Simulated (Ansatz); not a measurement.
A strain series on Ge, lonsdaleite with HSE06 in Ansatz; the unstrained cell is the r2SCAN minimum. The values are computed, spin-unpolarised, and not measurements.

Input of the unstrained run:
```yaml
crystal:
  lattice:
    - [3.9976152073, 0.0, 0.0]
    - [-1.9988076036, 3.4620363241, 0.0]
    - [0.0, 0.0, 6.5928195166]
  atoms:
    - { symbol: Ge, position: [0.3333333333, 0.6666666667, 0.000369599] }
    - { symbol: Ge, position: [0.6666666667, 0.3333333333, 0.500369599] }
    - { symbol: Ge, position: [0.3333333333, 0.6666666667, 0.374630401] }
    - { symbol: Ge, position: [0.6666666667, 0.3333333333, 0.874630401] }
kpoints:
  mp_grid: { grid: [6, 6, 4] }
  band_path:
    path:
      - [0.0, 0.0, 0.0]
      - [0.5, 0.0, 0.0]
      - [0.3333333333, 0.3333333333, 0.0]
      - [0.0, 0.0, 0.5]
      - [0.5, 0.0, 0.5]
      - [0.3333333333, 0.3333333333, 0.5]
      - [0.0, 0.0, 0.05]
      - [0.0, 0.0, 0.15]
    npoints: 1
hamiltonian:
  xc: hse06
scf:
  occupations: { method: fermi_dirac, width: 0.02 }
  n_extra_bands: 5
output:
  forces: true
  stress: true
  eigenvalues: true
```

Its main results, and the levels near the gap at the points of the path (eV from the Fermi energy, bands numbered from 0, names kept under strain):
```
Crystal: 4 atoms, lattice volume = 91.244 Å³
Basis set: ecut = 420 eV, 1763 PW (Γ)
Symmetry: 24 space group operations
Space group: P63/mmc (ITA 194)
k-points: 21 of 144
Free energy (F): -17183.322500 eV
Fermi energy:    8.545482 eV
--- Forces (eV/Å), atoms counted from 1 ---
  atom   1  Ge      0.00000      0.00000    -0.00861
  atom   2  Ge      0.00000      0.00000    -0.00861
  atom   3  Ge      0.00000      0.00000      0.00861
  atom   4  Ge      0.00000      0.00000      0.00861
--- Stress (GPa, compression-positive) ---
        0.446427       0.000000       0.000000
        0.000000       0.446427       0.000000
        0.000000       0.000000       0.338813
  P = ⅓ Tr σ = 0.4106 GPa (4.106 kbar)
```
```tsv
point	band_25	band_26	band_27	band_28	band_29	band_30
Γ	-0.481	-0.197	-0.197	0.183	0.501	2.562
M	-3.681	-3.341	-1.903	0.716	2.029	3.849
K	-4.091	-4.091	-3.811	1.644	5.225	5.225
A	-1.254	-1.254	-1.254	1.017	1.017	3.733
L	-3.057	-2.956	-2.956	0.753	0.753	2.364
H	-4.987	-2.518	-2.518	1.548	1.548	4.470
(0,0,0.050)	-0.729	-0.215	-0.215	0.192	0.726	2.580
(0,0,0.150)	-1.735	-0.350	-0.350	0.261	1.478	2.714
```

Isotropic -2.5 % on every length. The input changes in these blocks:
```yaml
crystal:
  lattice:
    - [3.8976748271, 0.0, 0.0]
    - [-1.9488374135, 3.375485416, 0.0]
    - [0.0, 0.0, 6.4279990287]
  atoms:
    - { symbol: Ge, position: [0.3333333333, 0.6666666667, 0.0005342974] }
    - { symbol: Ge, position: [0.6666666667, 0.3333333333, 0.5005342974] }
    - { symbol: Ge, position: [0.3333333333, 0.6666666667, 0.3744657026] }
    - { symbol: Ge, position: [0.6666666667, 0.3333333333, 0.8744657026] }
```

```
Crystal: 4 atoms, lattice volume = 84.570 Å³
Basis set: ecut = 420 eV, 1677 PW (Γ)
Symmetry: 24 space group operations
Space group: P63/mmc (ITA 194)
k-points: 21 of 144
Free energy (F): -17183.174031 eV
Fermi energy:    9.724903 eV
--- Forces (eV/Å), atoms counted from 1 ---
  atom   1  Ge      0.00000      0.00000    -0.01090
  atom   2  Ge      0.00000      0.00000    -0.01090
  atom   3  Ge      0.00000      0.00000      0.01090
  atom   4  Ge      0.00000      0.00000      0.01090
--- Stress (GPa, compression-positive) ---
        7.133113       0.000000       0.000000
        0.000000       7.133113       0.000000
        0.000000       0.000000       7.227582
  P = ⅓ Tr σ = 7.1646 GPa (71.646 kbar)
```
```tsv
point	band_25	band_26	band_27	band_28	band_29	band_30
Γ	-0.652	-0.309	-0.309	0.295	1.169	2.416
M	-4.118	-3.803	-2.172	0.496	2.154	3.701
K	-4.591	-4.591	-4.282	1.271	5.569	5.569
A	-1.477	-1.477	-1.477	1.177	1.177	3.659
L	-3.414	-3.332	-3.332	0.681	0.681	2.160
H	-5.573	-2.851	-2.851	1.526	1.526	4.310
(0,0,0.050)	-0.840	-0.329	-0.329	0.304	1.340	2.435
(0,0,0.150)	-1.802	-0.482	-0.482	0.376	2.039	2.579
```

HSE06: the gap goes from 0.380 to 0.604 eV (+0.224 eV); with HSE06 the top three valence levels at Γ, grouped 2+1 from the top over 284 meV, become 2+1 over 343 meV.

Another run changes these blocks:
```yaml
crystal:
  lattice:
    - [3.9176629032, 0.0, 0.0]
    - [-1.9588314516, 3.4620363241, 0.0]
    - [0.0, 0.0, 6.5928195166]
  atoms:
    - { symbol: Ge, position: [0.3343065166, 0.6686130331, 0.0009961241] }
    - { symbol: Ge, position: [0.6656934834, 0.3313869669, 0.5009961241] }
    - { symbol: Ge, position: [0.3343065166, 0.6686130331, 0.3740038759] }
    - { symbol: Ge, position: [0.6656934834, 0.3313869669, 0.8740038759] }
```

```
Crystal: 4 atoms, lattice volume = 89.419 Å³
Basis set: ecut = 420 eV, 1755 PW (Γ)
Symmetry: 8 space group operations
Space group: Cmcm (ITA 63)
k-points: 39 of 144
Free energy (F): -17183.298425 eV
Fermi energy:    8.959045 eV
--- Forces (eV/Å), atoms counted from 1 ---
  atom   1  Ge      0.00000      0.00338    -0.00077
  atom   2  Ge      0.00000    -0.00338    -0.00077
  atom   3  Ge      0.00000      0.00338      0.00077
  atom   4  Ge      0.00000    -0.00338      0.00077
--- Stress (GPa, compression-positive) ---
        3.826053       0.000000       0.000000
        0.000000       1.300850       0.000000
        0.000000       0.000000       0.823673
  P = ⅓ Tr σ = 1.9835 GPa (19.835 kbar)
```
```tsv
point	band_25	band_26	band_27	band_28	band_29	band_30
Γ	-0.688	-0.408	-0.219	0.219	0.513	2.429
M	-3.932	-3.552	-2.150	0.525	1.830	3.609
K	-4.333	-4.309	-4.074	1.408	5.065	5.080
A	-1.464	-1.279	-1.279	1.040	1.040	3.597
L	-3.300	-3.201	-3.201	0.559	0.559	2.180
H	-5.251	-2.756	-2.756	1.377	1.377	4.244
(0,0,0.050)	-0.919	-0.426	-0.237	0.228	0.726	2.447
(0,0,0.150)	-1.905	-0.561	-0.373	0.296	1.509	2.580
```

Q: Which strain is this, and what did it do?

A: Uniaxial -2.0 % along x, other directions held, atoms relaxed again. HSE06: the gap goes from 0.380 to 0.438 eV (+0.058 eV); with HSE06 the top three valence levels at Γ, grouped 2+1 from the top over 284 meV, become 1+1+1 over 469 meV.

Another run changes these blocks:
```yaml
crystal:
  lattice:
    - [4.0375913594, 0.0, 0.0]
    - [-2.0187956797, 3.4966566874, 0.0]
    - [0.0, 0.0, 6.5710148446]
  atoms:
    - { symbol: Ge, position: [0.3333333333, 0.6666666667, -0.0004448524] }
    - { symbol: Ge, position: [0.6666666667, 0.3333333333, 0.4995551476] }
    - { symbol: Ge, position: [0.3333333333, 0.6666666667, 0.3754448524] }
    - { symbol: Ge, position: [0.6666666667, 0.3333333333, 0.8754448524] }
```

```
Crystal: 4 atoms, lattice volume = 92.770 Å³
Basis set: ecut = 420 eV, 1809 PW (Γ)
Symmetry: 24 space group operations
Space group: P63/mmc (ITA 194)
k-points: 21 of 144
Free energy (F): -17183.316452 eV
Fermi energy:    8.207552 eV
--- Forces (eV/Å), atoms counted from 1 ---
  atom   1  Ge      0.00000      0.00000    -0.00962
  atom   2  Ge      0.00000      0.00000    -0.00962
  atom   3  Ge      0.00000      0.00000      0.00962
  atom   4  Ge      0.00000      0.00000      0.00962
--- Stress (GPa, compression-positive) ---
       -1.382392       0.000000       0.000000
        0.000000      -1.382392       0.000000
        0.000000       0.000000       0.485396
  P = ⅓ Tr σ = -0.7598 GPa (-7.598 kbar)
```
```tsv
point	band_25	band_26	band_27	band_28	band_29	band_30
Γ	-0.290	-0.103	-0.103	0.089	0.485	2.622
M	-3.551	-3.149	-1.751	0.778	2.126	4.043
K	-3.903	-3.903	-3.577	1.854	5.411	5.411
A	-1.173	-1.173	-1.173	0.952	0.952	3.796
L	-2.829	-2.819	-2.819	0.884	0.884	2.509
H	-4.766	-2.298	-2.298	1.718	1.718	4.693
(0,0,0.050)	-0.558	-0.121	-0.121	0.098	0.726	2.640
(0,0,0.150)	-1.562	-0.259	-0.259	0.170	1.444	2.774
```

Q: Which strain is this, and what did it do?

A: Epitaxial +1.0 % in the xy plane, free normal strain -0.33 %, atoms relaxed again. HSE06: the gap goes from 0.380 to 0.192 eV (-0.188 eV); with HSE06 the top three valence levels at Γ, grouped 2+1 from the top over 284 meV, become 2+1 over 188 meV.

Isotropic -2.0 % on every length. The input changes in these blocks:
```yaml
crystal:
  lattice:
    - [3.9176629032, 0.0, 0.0]
    - [-1.9588314516, 3.3927955976, 0.0]
    - [0.0, 0.0, 6.4609631263]
  atoms:
    - { symbol: Ge, position: [0.3333333333, 0.6666666667, 0.0005066657] }
    - { symbol: Ge, position: [0.6666666667, 0.3333333333, 0.5005066657] }
    - { symbol: Ge, position: [0.3333333333, 0.6666666667, 0.3744933343] }
    - { symbol: Ge, position: [0.6666666667, 0.3333333333, 0.8744933343] }
```

```
Crystal: 4 atoms, lattice volume = 85.878 Å³
Basis set: ecut = 420 eV, 1713 PW (Γ)
Symmetry: 24 space group operations
Space group: P63/mmc (ITA 194)
k-points: 21 of 144
Free energy (F): -17183.226162 eV
Fermi energy:    9.479152 eV
--- Forces (eV/Å), atoms counted from 1 ---
  atom   1  Ge      0.00000      0.00000    -0.01136
  atom   2  Ge      0.00000      0.00000    -0.01136
  atom   3  Ge      0.00000      0.00000      0.01136
  atom   4  Ge      0.00000      0.00000      0.01136
--- Stress (GPa, compression-positive) ---
        5.598413       0.000000       0.000000
        0.000000       5.598413       0.000000
        0.000000       0.000000       5.645666
  P = ⅓ Tr σ = 5.6142 GPa (56.142 kbar)
```
```tsv
point	band_25	band_26	band_27	band_28	band_29	band_30
Γ	-0.617	-0.286	-0.286	0.272	1.034	2.447
M	-4.027	-3.707	-2.116	0.543	2.130	3.733
K	-4.487	-4.487	-4.184	1.349	5.499	5.499
A	-1.430	-1.430	-1.430	1.145	1.145	3.675
L	-3.340	-3.254	-3.254	0.697	0.697	2.204
H	-5.451	-2.782	-2.782	1.532	1.532	4.344
(0,0,0.050)	-0.813	-0.306	-0.306	0.281	1.211	2.466
(0,0,0.150)	-1.783	-0.455	-0.455	0.353	1.919	2.608
```

HSE06: the gap goes from 0.380 to 0.558 eV (+0.178 eV); with HSE06 the top three valence levels at Γ, grouped 2+1 from the top over 284 meV, become 2+1 over 331 meV.

Spin-orbit coupling is left out.

The stress of a hybrid is loosely converged in these runs.

The meshes of the hybrids are coarse, so their gaps aren't converged to the digits shown.

The splittings at Γ are without spin-orbit coupling, which regroups them where it is of like size or larger.
